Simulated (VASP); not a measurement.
A run of VASP 6.6.1 is set up as follows.

Contents of INCAR:

```
PREC = Accurate
ENCUT = 600
EDIFF = 1E-6
ISMEAR = -1
SIGMA = 0.05
LREAL = F
LASPH = T
NELM = 80
ALGO = Normal
ISIF = 3
LWAVE = F
LCHARG = F
IBRION = 2
NSW = 60
EDIFFG = -0.01
```

Contents of KPOINTS:

```
regular mesh
0
Gamma
  19 19 19
```

POSCAR

```
Sn
1.0
   -2.9196440750      2.9196440750      1.5938000000
    2.9196440750     -2.9196440750      1.5938000000
    2.9196440750      2.9196440750     -1.5938000000
Sn
2
Direct
    0.0000000000      0.0000000000      0.0000000000
    0.7500000000      0.2500000000      0.5000000000
```

Potentials or basis: VASP PAW LDA potentials, release 64 (Sn_d).

The run is started by

```sh
$ cat potpaw_LDA.64/Sn_d/POTCAR > POTCAR
$ mpirun -np 1 vasp_std > vasp.out
```

Question: What does it give for the band gap on the k mesh?

Answer: None (metal or under the smearing width).

Question: What does it give for the space group after relaxing (to 0.05 Å)?

Answer: I4_1/amd (No. 141).

Stress tensor (GPa, compression positive):
```
 0.05  0.00  0.00
 0.00  0.05  0.00
 0.00  0.00 -0.03
```

LDA usually gives volumes a few per cent too small. Zero-point motion and thermal expansion aren't in these numbers.
